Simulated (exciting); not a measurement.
# ZnSe (Stilleite) (F-43m) in exciting: reference runs

Reference runs on ZnSe (Stilleite): the cell as given, then over a range of volumes.

Everything below comes from runs of exciting (release sodium). Logs are shortened: lines on timing, memory, paths and dates and some standing lists are left out, and cuts for length are marked.

**The experiment to reproduce.**

From “Alloy Disordering Effects on the Thermal Conductivity and Energy Gap Temperature Dependence of Cd1−xZnxSe Ternary Crystals Grown by the Bridgman Method”, 2023, pmc:10253836, for a bulk crystal of ZnSe at 300 K: band gap 2.695 ± 0.003 eV (an exciton energy, a little under the gap).

The runs below are set against these values where they give the same quantity.

### 1 The structure

Symmetry: F-43m, No. 216, cubic system. The conventional cell has a = 5.668 Å, b = 5.668 Å, c = 5.668 Å, α = 90.00°, β = 90.00°, γ = 90.00°. Around Se (site symmetry -43m) lie 4 Zn at 2.45 Å. Zn (site symmetry -43m) is surrounded by 4 Se at 2.45 Å.

### 2 Single point, PBE

Contents of input.xml:

```xml
<input>
  <title>ZnSe</title>
  <structure speciespath="./" tshift="false">
    <crystal scale="1">
      <basevect>0.000000000000 5.355105891965 5.355105891965</basevect>
      <basevect>5.355105891965 0.000000000000 5.355105891965</basevect>
      <basevect>5.355105891965 5.355105891965 0.000000000000</basevect>
    </crystal>
    <species speciesfile="Se.xml" rmt="2">
      <atom coord="0.750000000000 0.750000000000 0.750000000000"/>
    </species>
    <species speciesfile="Zn.xml" rmt="2">
      <atom coord="0.000000000000 0.000000000000 0.000000000000"/>
    </species>
  </structure>
  <groundstate do="fromscratch" ngridk="8 8 8" rgkmax="9" gmaxvr="14" lmaxapw="10" lmaxmat="10" lmaxvr="8" xctype="GGA_PBE" stype="Fermi Dirac" swidth="0.00183747" nempty="10" ValenceRelativity="iora*" epsengy="1e-05" epspot="1e-05" maxscl="60" tforce="true" outputlevel="normal"/>
  <properties>
    <chargedensityplot>
      <plot3d>
        <box grid="21 21 21">
          <origin coord="0 0 0"/>
          <point coord="1 0 0"/>
          <point coord="0 1 0"/>
          <point coord="0 0 1"/>
        </box>
      </plot3d>
    </chargedensityplot>
    <elfplot>
      <plot3d>
        <box grid="21 21 21">
          <origin coord="0 0 0"/>
          <point coord="1 0 0"/>
          <point coord="0 1 0"/>
          <point coord="0 0 1"/>
        </box>
      </plot3d>
    </elfplot>
    <exccplot>
      <plot3d>
        <box grid="21 21 21">
          <origin coord="0 0 0"/>
          <point coord="1 0 0"/>
          <point coord="0 1 0"/>
          <point coord="0 0 1"/>
        </box>
      </plot3d>
    </exccplot>
  </properties>
</input>
```

Potentials or basis: all-electron LAPW+lo, shipped species files, valence relativity iora*.

Run with:

```
> OMP_NUM_THREADS=1 exciting_smp
```

INFO.OUT:

```text
================================================================================
EXCITING SODIUM started
[... 10 lines left out ...]

 Lattice vectors (cartesian) :
      0.0000000000      5.3551058920      5.3551058920
      5.3551058920      0.0000000000      5.3551058920
      5.3551058920      5.3551058920      0.0000000000

 Reciprocal lattice vectors (cartesian) :
     -0.5866536941      0.5866536941      0.5866536941
      0.5866536941     -0.5866536941      0.5866536941
      0.5866536941      0.5866536941     -0.5866536941

 Unit cell volume                           :     307.1384474741
 Brillouin zone volume                      :       0.8076169411

 Species :    1 (Se)
     parameters loaded from                 :    Se.xml
     name                                   :    selenium
     nuclear charge                         :     -34.00000000
     electronic charge                      :      34.00000000
     atomic mass                            :  143935.27480000
     muffin-tin radius                      :       2.00000000
     # of radial points in muffin-tin       :     350

     atomic positions (lattice) :
       1 :   0.75000000  0.75000000  0.75000000

 Species :    2 (Zn)
     parameters loaded from                 :    Zn.xml
     name                                   :    zinc
     nuclear charge                         :     -30.00000000
     electronic charge                      :      30.00000000
     atomic mass                            :  119198.67800000
     muffin-tin radius                      :       2.00000000
     # of radial points in muffin-tin       :     350

     atomic positions (lattice) :
       1 :   0.00000000  0.00000000  0.00000000

 Total number of atoms per unit cell        :       2

 Spin treatment                             :    spin-unpolarised

 Number of Bravais lattice symmetries       :      48
 Number of crystal symmetries               :      24

 k-point grid                               :       8    8    8
 Total number of k-points                   :      43
 k-point set is reduced with crystal symmetries

 R^MT_min * |G+k|_max (rgkmax)              :       9.00000000
 Species with R^MT_min                      :       1 (Se)
 Maximum |G+k| for APW functions            :       4.50000000
 Maximum |G| for potential and density      :      14.00000000

 G-vector grid sizes                        :      36    36    36
 Total number of G-vectors                  :   14211

 Maximum angular momentum used for
     APW functions                          :      10
     computing H and O matrix elements      :      10
     potential and density                  :       8
     inner part of muffin-tin               :       2

 Total nuclear charge                       :     -64.00000000
 Total electronic charge                    :      64.00000000
 Total core charge                          :      30.00000000
 Total valence charge                       :      34.00000000

 Number of empty states                     :      10
 Total number of valence states             :      28

 Maximum Hamiltonian size                   :     515
 Maximum number of plane-waves              :     489
 Total number of local-orbitals             :      26

 Exchange-correlation type                  :      20
[... 23 lines left out ...]
+ SCF iteration number :    1                                                  +
++++++++++++++++++++++++++++++++++++++++++++++++++++++++++++++++++++++++++++++++
 Total energy                               :     -4225.88969828
 _______________________________________________________________
 Fermi energy                               :         0.15905667
 Kinetic energy                             :      4317.67644626
 Coulomb energy                             :     -8383.87549418
 Exchange energy                            :      -156.57620685
 Correlation energy                         :        -3.11444351

 DOS at Fermi energy (states/Ha/cell)       :         0.00000208

 Electron charges :
     core                                   :        30.00000000
     core leakage                           :         0.00166434
     valence                                :        34.00000000
     interstitial                           :         4.57258487
     charge in muffin-tin spheres :
                  atom     1    Se          :        31.42711862
                  atom     2    Zn          :        28.00029651
     total charge in muffin-tins            :        59.42741513
     total charge                           :        64.00000000

 Estimated fundamental gap                  :         0.05687819
        valence-band maximum at    1      0.0000  0.0000  0.0000
     conduction-band minimum at    1      0.0000  0.0000  0.0000

++++++++++++++++++++++++++++++++++++++++++++++++++++++++++++++++++++++++++++++++
+ SCF iteration number :    2                                                  +
++++++++++++++++++++++++++++++++++++++++++++++++++++++++++++++++++++++++++++++++
 Total energy                               :     -4227.19877133
 _______________________________________________________________
 Fermi energy                               :         0.16123338
 Kinetic energy                             :      4317.19356276
 Coulomb energy                             :     -8384.62517896
 Exchange energy                            :      -156.65108615
 Correlation energy                         :        -3.11606897

 DOS at Fermi energy (states/Ha/cell)       :         0.00000635

 Electron charges :
     core                                   :        30.00000000
     core leakage                           :         0.00165354
     valence                                :        34.00000000
     interstitial                           :         4.58028303
     charge in muffin-tin spheres :
                  atom     1    Se          :        31.34044431
                  atom     2    Zn          :        28.07927267
     total charge in muffin-tins            :        59.41971697
     total charge                           :        64.00000000
[... 505 lines left out ...]
++++++++++++++++++++++++++++++++++++++++++++++++++++++++++++++++++++++++++++++++
+ SCF iteration number :   18                                                  +
++++++++++++++++++++++++++++++++++++++++++++++++++++++++++++++++++++++++++++++++
 Total energy                               :     -4226.40372392
 _______________________________________________________________
 Fermi energy                               :         0.16541770
 Kinetic energy                             :      4317.32877420
 Coulomb energy                             :     -8383.99313612
 Exchange energy                            :      -156.62290333
 Correlation energy                         :        -3.11645866

 DOS at Fermi energy (states/Ha/cell)       :         0.00002171

 Electron charges :
     core                                   :        30.00000000
     core leakage                           :         0.00164837
     valence                                :        34.00000000
     interstitial                           :         4.61301543
     charge in muffin-tin spheres :
                  atom     1    Se          :        31.27171803
                  atom     2    Zn          :        28.11526654
     total charge in muffin-tins            :        59.38698457
     total charge                           :        64.00000000

 Estimated fundamental gap                  :         0.04731604
        valence-band maximum at    1      0.0000  0.0000  0.0000
     conduction-band minimum at    1      0.0000  0.0000  0.0000

 RMS change in effective potential (target) :  0.185784E-09  ( 0.100000E-04)
 Absolute change in total energy   (target) :  0.112513E-06  ( 0.100000E-04)
 Charge distance                   (target) :  0.137089E-09  ( 0.100000E-04)
 Abs. change in max-nonIBS-force   (target) :   0.00000      ( 0.500000E-04)

++++++++++++++++++++++++++++++++++++++++++++++++++++++++++++++++++++++++++++++++
| Convergency criteria checked for the last 2 iterations                       +
| Convergence targets achieved. Performing final SCF iteration                 +
++++++++++++++++++++++++++++++++++++++++++++++++++++++++++++++++++++++++++++++++
 Total energy                               :     -4226.40372390
 _______________________________________________________________
 Fermi energy                               :         0.16541770
 Kinetic energy                             :      4317.32877420
 Coulomb energy                             :     -8383.99313611
 Exchange energy                            :      -156.62290333
 Correlation energy                         :        -3.11645866

 DOS at Fermi energy (states/Ha/cell)       :         0.00002171

 Electron charges :
     core                                   :        30.00000000
     core leakage                           :         0.00164837
     valence                                :        34.00000000
     interstitial                           :         4.61301543
     charge in muffin-tin spheres :
                  atom     1    Se          :        31.27171803
                  atom     2    Zn          :        28.11526654
     total charge in muffin-tins            :        59.38698457
     total charge                           :        64.00000000

 Estimated fundamental gap                  :         0.04731604
        valence-band maximum at    1      0.0000  0.0000  0.0000
     conduction-band minimum at    1      0.0000  0.0000  0.0000

++++++++++++++++++++++++++++++++++++++++++++++++++++++++++++++++++++++++++++++++
+ Self-consistent loop stopped                                                 +
++++++++++++++++++++++++++++++++++++++++++++++++++++++++++++++++++++++++++++++++
 STATE.OUT is written

--------------------------------------------------------------------------------
- Writing atomic positions and forces                                          -
--------------------------------------------------------------------------------

 Atomic positions (lattice) :
 atom     1  Se  :     0.75000000    0.75000000    0.75000000
 atom     2  Zn  :     0.00000000    0.00000000    0.00000000

 Total atomic forces including IBS (cartesian) :
 atom     1  Se  :    -0.00000000    0.00000000    0.00000000
 atom     2  Zn  :     0.00000000    0.00000000   -0.00000000

 Atomic force components including IBS (cartesian) :
 atom     1  Se  :    -0.00000000   -0.00000000    0.00000000   HF force
                 :    -0.00000000   -0.00000000   -0.00000000   core correction
                 :     0.00000000   -0.00000000   -0.00000000   IBS correction
 atom     2  Zn  :     0.00000000    0.00000000   -0.00000000   HF force
                 :     0.00000000    0.00000000    0.00000000   core correction
                 :    -0.00000000    0.00000000    0.00000000   IBS correction

********************************************************************************
* Groundstate module stopped                                                   *
********************************************************************************

================================================================================
| EXCITING SODIUM stopped                                                      =
================================================================================
```

It took 4.2 min on 1 thread of Arm Neoverse V2, shared host; peak memory 0.14 GiB.

What came out:

```yaml
Free_energy: -115006.3042 eV
Band_gap_on_the_k_mesh: 1.29 eV, direct
All_electrons_inside_the_program's_atomic_spheres: Se 31.27; Zn 28.12 (radii Se 2.0, Zn 2.0 bohr)
```

### 3 Equation of state, PBE, 21.39 Å³/atom (volume scaled by 0.94)

Contents of input.xml:

```xml
<input>
  <title>ZnSe</title>
  <structure speciespath="./" tshift="false">
    <crystal scale="1">
      <basevect>0.000000000000 5.245787342511 5.245787342511</basevect>
      <basevect>5.245787342511 0.000000000000 5.245787342511</basevect>
      <basevect>5.245787342511 5.245787342511 0.000000000000</basevect>
    </crystal>
    <species speciesfile="Se.xml" rmt="2">
      <atom coord="0.750000000000 0.750000000000 0.750000000000"/>
    </species>
    <species speciesfile="Zn.xml" rmt="2">
      <atom coord="0.000000000000 0.000000000000 0.000000000000"/>
    </species>
  </structure>
  <groundstate do="fromscratch" ngridk="8 8 8" rgkmax="9" gmaxvr="14" lmaxapw="10" lmaxmat="10" lmaxvr="8" xctype="GGA_PBE" stype="Fermi Dirac" swidth="0.00183747" nempty="10" ValenceRelativity="iora*" epsengy="1e-05" epspot="1e-05" maxscl="60" outputlevel="normal"/>
</input>
```

Potentials or basis: all-electron LAPW+lo, shipped species files, valence relativity iora*.

Run with:

```
> OMP_NUM_THREADS=1 exciting_smp
```

It took 2.7 min on 1 thread of Arm Neoverse V2, shared host; peak memory 0.13 GiB.

The run converged. Its results:

| Property | Result |
| --- | --- |
| Free energy | -115006.2293 eV |
| Band gap on the k mesh | 1.54 eV, direct |
| All electrons inside the program's atomic spheres | Se 31.30; Zn 28.15 (radii Se 2.0, Zn 2.0 bohr) |

[end of part 1 of 2]
